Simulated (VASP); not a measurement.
## CuO: single point with PBEsol+U

Crystal: CuO.

```
Cu O
1.0
     0.00000    2.32725    2.32725
     2.32725    0.00000    2.32725
     2.32725    2.32725    0.00000
Cu O
1 1
Direct
  0.00000 0.00000 0.00000
  0.25000 0.25000 0.25000
```

Measurements of this composition are mostly on another form, of space group No. 15.

```yaml
Program: VASP 6.6.1
Task: single point
Functional: PBEsol
Potentials_or_basis: VASP PAW PBE potentials, release 64 (Cu, O)
Cutoff: 520 eV
k_mesh: 7 × 7 × 7
Occupations: gaussian, width 0.05 eV
Spin: collinear spin, ferromagnetic start
Starting_moments: "[0.6, 0.0] μB"
Fixed_moment: 4 μB
Hubbard_terms: Cu d U = 2 eV
Further_INCAR_settings: ALGO = Normal; EDIFF = 1e-06; NBANDS = 20
```

- Pressure: 31.6 GPa
- Net moment: 4.00 μB per cell
- Site moments: Cu +1.60; O +1.39 μB
- Valence electrons inside the program's atomic spheres: Cu 9.65; O 4.75

Eigenvalues of the final occupation matrices:
```csv
site,spin,trace,eigenvalues
site 1 d,1,4.94,0.97 0.97 1.00 1.00 1.00
site 1 d,2,3.82,0.66 0.66 0.66 0.91 0.91
```

It took 19 s on 1 thread of Intel(R) Xeon(R) Platinum 8259CL CPU @ 2.50GHz (Skylake/Cascade Lake), with other jobs on the host, peak memory 0.15 GiB.

Caveat: the moment is held away from its start; a pressure of tens of GPa on the cell as given is suspect, and the run, the potentials or the cell itself is likely at fault; the PAW data sets were made with another functional, which shifts forces and pressure a little; the total moment is fixed, so each spin has its own Fermi level; a cell with one magnetic atom can't hold antiferromagnetic order, which such compounds often take. The state reached can hang on the start; a lower one may exist.
